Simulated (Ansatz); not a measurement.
Take a crystal in which Ge has been replaced by Sn on all its sites, with the cell rescaled by a rough guess (in some cases also distorted within its space group) and nothing relaxed:

```
CELL_PARAMETERS angstrom
0.00000 2.28612 2.28612
2.28612 0.00000 2.28612
2.28612 2.28612 0.00000
ATOMIC_POSITIONS crystal
Sn 0.00000 0.00000 0.00000
```

The calculation used DFT PBE, scalar-relativistic, plane waves, PAW (Ansatz 0.2.0).

Plane waves to 420 eV, a k mesh through Γ of 16×16×16 on the computed 1-atom cell and Gaussian smearing (0.10 eV); no spin polarisation.

Task: Will this cell want to expand or contract, and how hard?

Result: The pressure is 10.9 GPa (positive in compression), so the cell would expand.

Task: Is it a metal on this mesh?

Result: Yes, a band crosses the Fermi level.

This fcc form isn't the element's structure at ambient conditions.